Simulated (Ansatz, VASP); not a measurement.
**Si in VASP and in Ansatz**

```
CELL_PARAMETERS angstrom
0.00000 -2.73476 -2.73476
0.00000 2.73476 -2.73476
5.46952 0.00000 0.00000
ATOMIC_POSITIONS crystal
Si 0.50000 0.50000 0.00000
Si 0.00000 0.00000 0.50000
Si 0.00000 0.50000 0.25000
Si 0.50000 0.00000 0.75000
```

Alike in both runs: task single point; functional PBE; k mesh 8 × 8 × 6; occupations gaussian, width 0.05 eV; no spin polarisation.

```csv
,VASP,Ansatz
version,VASP 6.6.1,Ansatz 0.2.0
potentials or method,"VASP PAW PBE potentials, release 64 (Si)","scalar-relativistic, plane waves, PAW"
plane-wave cutoff (eV),520,420
valence electrons in the cell,16,16
```

|  | VASP | Ansatz | Ansatz less VASP |
| --- | --- | --- | --- |
| gap on the k mesh at the Fermi level (eV) | 0.61 | 0.61 | -0.001 |
| least direct gap on the mesh (eV) | 0.75 | 0.75 | -0.001 |
| pressure (GPa) | 0.0 | 0.0 | +0.06 |

A k mesh can miss the band edges.
